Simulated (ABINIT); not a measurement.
Input of an ABINIT 10.8.3 (patched build) run:

The input run.abi:

```
# Pseudopotentials
pp_dirpath "./"
pseudos "Zr.GGA_PBE-JTH.xml"

# Structure
acell 3.1640019693 3.216907601 3.0682293016 Angstrom
rprim
    -0.5828918622     0.5879373711     0.5608624828
     0.5841398738    -0.5817686524     0.5659733588
     0.5705375407     0.5794107367    -0.5820396145
ntypat 1
znucl 40
natom 1
typat 1
xcart
    -0.0277629076     0.0704542313     0.0110239380 Angstrom
chkprim 0
chksymtnons 0
tolsym 1.0e-6

# Plane-wave basis
ecut 17.0
pawecutdg 34.0
pawxcdev 0

# k points
kptopt 1
ngkpt 10 10 10
nshiftk 1
shiftk 0.0 0.0 0.0

# Exchange and correlation
ixc 11

# Bands and occupations
nband 10
occopt 3
tsmear 0.05 eV

# SCF cycle
nstep 100
tolvrs 1.0e-9

# Output
iomode 3
prtwf 0
prtden 0
prteig 0
prtebands 0
enunit 1
```

Potentials or basis: JTH PAW PBE v2.0.

Command:

```sh
$ mpirun --bind-to none -np 4 abinit run.abi > log 2>&1
```

**Question.** What does it give for the pressure?

**Answer.** -3.4 GPa.

**Question.** What does it give for the band gap on the k mesh?

**Answer.** None (metal or under the smearing width).

Stress tensor (GPa, compression positive):
```
-3.34  1.40 -0.58
 1.40 -3.35  0.35
-0.58  0.35 -3.50
```
